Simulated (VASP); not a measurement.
The system is Fe3Co.

```
Fe Co
1.0
     4.16573    0.00000    0.00000
    -2.08287    3.60763    0.00000
     0.00000    0.00000    3.32682
Fe Co
3 1
Direct
  0.50000 0.00000 0.00000
  0.00000 0.50000 0.00000
  0.50000 0.50000 0.00000
  0.00000 0.00000 0.50000
```

The cell was built by a generator and needn't be a form met in nature.

* Program: VASP 6.6.1
* Task: relaxation of cell and atoms
* Functional: PBE
* Potentials or basis: VASP PAW PBE potentials, release 64 (Fe, Co)
* Cutoff: 600 eV
* k mesh: 7 × 7 × 8
* Occupations: methfessel-paxton, width 0.2 eV
* Spin: collinear spin, ferromagnetic start
* Starting moments: [3.0, 3.0, 3.0, 2.0] μB

At the start: pressure 21.0 GPa; volume 12.50 Å³/atom.

Q: Where does the relaxation end?

A: Over 10 steps the energy falls by 978.2 meV/atom and the volume is 11.76 Å³/atom (-5.9 %); space group P6/mmm (No. 191, to 0.05 Å); moment 8.80 μB per cell.

Step by step:
| step | energy change (eV) | largest force (eV/Å) | pressure (GPa) | volume (Å³) |
| --- | --- | --- | --- | --- |
| 1 | 0.0000 | 0.0000 | 20.99 | 50.00 |
| 2 | -2.1467 | 0.0000 | -18.88 | 61.34 |
| 3 | -2.1427 | 0.0000 | -15.86 | 59.74 |
| 4 | -3.6859 | 0.0000 | -11.02 | 51.24 |
| 5 | -3.8866 | 0.0000 | -3.28 | 48.26 |
| 6 | -3.8872 | 0.0000 | -4.11 | 48.50 |
| 7 | -3.9063 | 0.0000 | 1.05 | 46.75 |
| 8 | -3.9116 | 0.0000 | -0.76 | 47.29 |
| 9 | -3.9127 | 0.0000 | 0.34 | 46.97 |
| 10 | -3.9128 | 0.0000 | 0.04 | 47.05 |

Final structure:
```
CELL_PARAMETERS angstrom
4.76372 0.00000 0.00000
-2.38186 4.12550 0.00000
0.00000 0.00000 2.39412
ATOMIC_POSITIONS crystal
Fe 0.50000 0.00000 0.00000
Fe 0.00000 0.50000 0.00000
Fe 0.50000 0.50000 0.00000
Co 0.00000 0.00000 0.50000
```
